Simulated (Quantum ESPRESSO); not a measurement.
The system is Re.

```xyz
2
Lattice="2.7608 0.0000 0.0000 -1.3804 2.3909 0.0000 0.0000 0.0000 4.4582" Properties=species:S:1:pos:R:3 pbc="T T T"
Re    1.3804    0.7970    3.3436
Re    0.0000    1.5939    1.1145
```

Base run:

* Program: Quantum ESPRESSO 7.5
* Functional: PBEsol
* Potentials or basis: GBRV 1.5 PBEsol
* Cutoff: 612 eV
* Density cutoff: 4898 eV
* k mesh: 11 × 11 × 6
* Occupations: fermi-dirac, width 0.05 eV
* Spin: no spin polarisation

Its results: band gap on the k mesh none (metal or under the smearing width); pressure -4.3 GPa.

Task: The run is repeated on the same cell with these changes: k mesh from 11 × 11 × 6 to 8 × 8 × 4. What comes out?

Result: Band gap on the k mesh none (metal or under the smearing width); pressure -3.6 GPa.

Not every run made on this cell is shown here.
